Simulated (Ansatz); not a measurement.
Crystal: Sb.

```
Sb
1.0
     0.00000    2.37124    2.37124
     2.37124    0.00000    2.37124
     2.37124    2.37124    0.00000
Sb
1
Direct
  0.00000 0.00000 0.00000
```

This isn't the form of Sb at room conditions, which is rhombohedral.

Base run:

- Program: Ansatz 0.2.0
- Functional: PBE0
- Potentials or basis: all-electron PAW datasets made for the crystal
- Cutoff: 270 eV (chosen from the basis error)
- k mesh: 8 × 8 × 8
- Occupations: fermi-dirac, width 0.05 eV
- Spin: no spin polarisation

Its results: band gap on the k mesh none (metal or under the smearing width); pressure 0.6 GPa.

The run is repeated on the same cell with these changes: functional from PBE0 to PBEsol; cutoff from 270 eV (chosen from the basis error) to 160 eV (chosen from the basis error). What comes out?

Band gap on the k mesh none (metal or under the smearing width); pressure -0.6 GPa.

Caveats: the k mesh is thin for a metal, which can move the energy by tens of meV per atom.

The runs don't all hold the same shells in valence.
